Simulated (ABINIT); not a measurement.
An input for ABINIT 10.8.3 (ZnSe (Stilleite)):

```
acell 3*1.0 Angstrom
rprim 
  -0.000000000000 2.833800000000 2.833800000000
  2.833800000000 0.000000000000 2.833800000000
  2.833800000000 2.833800000000 -0.000000000000
ntypat 2
znucl 30 34
natom 2
typat 1 2
xred 
  0.000000000000 0.000000000000 0.000000000000
  0.250000000000 0.250000000000 0.250000000000
pp_dirpath "pseudos"
pseudos "Zn.upf, Se.upf"
ecut 48
ngkpt 8 8 8
nshiftk 1
shiftk 0.11 0.21 0.31
kptopt 3
chksymbreak 0
istwfk *1
occopt 1
irdwfk 1
optdriver 99
bs_calctype 1
mbpt_sciss 0.719 eV
bs_loband 20
nband 26
bs_exchange_term 1
bs_coulomb_term 21
bs_coupling 0
bs_algorithm 2
bs_freq_mesh 0 8 0.05 eV
zcut 0.15 eV
ecuteps 3
ecutwfn 24
inclvkb 2
mdf_epsinf 13.52
irdden 1
bs_haydock_niter 300
bs_haydock_tol -0.02 0
indata_prefix "in"
outdata_prefix "out"
tmpdata_prefix "tmp"
```

```sh
OMP_NUM_THREADS=1 mpirun -n 4 abinit run.abi > log
```

**Question.** How long will it take on 4 MPI ranks of Intel Xeon 6975P-C (Granite Rapids), shared host, and how much memory?

It took 12 min; on shared hardware allow 6 min to 24 min. Peak host memory was 9.7 GiB.

The kernel grows as the square of the matrix size, and full diagonalisation as its cube.

[Paths, hosts, dates, memory and timing lines, banners, echoed tables and standing remarks are left out of the program output.]

[Logs are printed without paths, hosts, clocks, repeated set-up lines and the standing remarks that a program may print on its own settings, such as how far it seeks lower states.]

[Runs of the session that timed out or met a known fault of the program may be left out.]

[Hosts, paths, dates, database ids (printed as entryN), source tags and the programs' standing remarks are cut or masked in the printed files.]

[G0W0 gaps are taken among the corrected bands and points alone; a level outside them can change the order at an edge.]

[Where Ansatz stands beside ABINIT at settings called matched, ABINIT's density can come from a denser mesh and the files from another edition; pairs whose starting gaps differed by over 0.03 eV were left out, so agreement reads better than it is.]
